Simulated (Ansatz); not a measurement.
Ni: computed DOS

```
Ni
1.0
     2.48524    0.00000    0.00000
    -1.24262    2.15228    0.00000
     0.00000    0.00000    4.08516
Ni
2
Direct
  0.33333 0.66667 0.25000
  0.66667 0.33333 0.75000
```

The structure comes from a relaxation in the same program, started in the hcp type, and has space group P6_3/mmc. Whether it is a known phase or the ground state wasn't checked.

Other magnetic orders may lie lower; this is the state that the run reached.

Computed with Ansatz 0.2.0, DFT, PBE, all-electron LAPW, scalar-relativistic.

The runs use a Γ-centred 15×15×8 k mesh, Fermi–Dirac smearing of 0.05 eV, basis error target 1 meV/atom, spin-polarised from start moments Ni1 1.5, Ni2 1.5 μB, ending with a cell moment of 1.31 μB.

States per eV and cell, averaged over 0.6 eV, from -9.4 to 6.0 eV, with energies (bin centres) from the Fermi level; empty bins are left out. The partial columns, the largest 2 alone, are projections on Löwdin-orthogonalised atomic shells (those that the program's projection atoms carry: the occupied ones and, for some elements, an empty d or f shell; other empty shells have no column), summed over atoms of an element and both spins. Weights on diffuse s and p shells depend on that basis and aren't pure angular character.

| E (eV) | spin-up | spin-down | Ni 3d | Ni 4s |
| --- | --- | --- | --- | --- |
| -9.2 | 0.00 | 0.01 | 0.00 | 0.01 |
| -8.6 | 0.05 | 0.05 | 0.00 | 0.09 |
| -8.0 | 0.08 | 0.08 | 0.00 | 0.14 |
| -7.4 | 0.10 | 0.10 | 0.01 | 0.19 |
| -6.8 | 0.13 | 0.13 | 0.01 | 0.24 |
| -6.2 | 0.17 | 0.16 | 0.04 | 0.29 |
| -5.6 | 0.24 | 0.21 | 0.09 | 0.35 |
| -5.0 | 0.54 | 0.31 | 0.38 | 0.46 |
| -4.4 | 1.20 | 0.70 | 1.34 | 0.53 |
| -3.8 | 1.68 | 1.12 | 2.43 | 0.30 |
| -3.2 | 2.10 | 1.50 | 3.34 | 0.12 |
| -2.6 | 2.51 | 1.96 | 4.20 | 0.12 |
| -2.0 | 2.97 | 2.27 | 4.99 | 0.11 |
| -1.4 | 2.08 | 2.94 | 4.80 | 0.10 |
| -0.8 | 3.52 | 1.85 | 5.25 | 0.06 |
| -0.2 | 0.40 | 2.94 | 3.20 | 0.10 |
| 0.4 | 0.34 | 1.46 | 1.57 | 0.17 |
| 1.0 | 0.32 | 0.40 | 0.39 | 0.20 |
| 1.6 | 0.28 | 0.35 | 0.27 | 0.20 |
| 2.2 | 0.24 | 0.28 | 0.17 | 0.17 |
| 2.8 | 0.24 | 0.25 | 0.13 | 0.15 |
| 3.4 | 0.24 | 0.25 | 0.11 | 0.15 |
| 4.0 | 0.20 | 0.23 | 0.08 | 0.12 |
| 4.6 | 0.17 | 0.19 | 0.05 | 0.08 |
| 5.2 | 0.14 | 0.17 | 0.04 | 0.07 |
| 5.8 | 0.09 | 0.08 | 0.02 | 0.05 |

Question: Which of the resolved shells contributes most within 0.3 eV of the Fermi level?

Answer: Ni 3d, with 96 % of all states there; Ni 4s follows with 3 %.

Question: Where is the centre of the filled Ni 3d states between -14 eV and the top of the filled states?

Answer: -2.02 eV from the Fermi level.
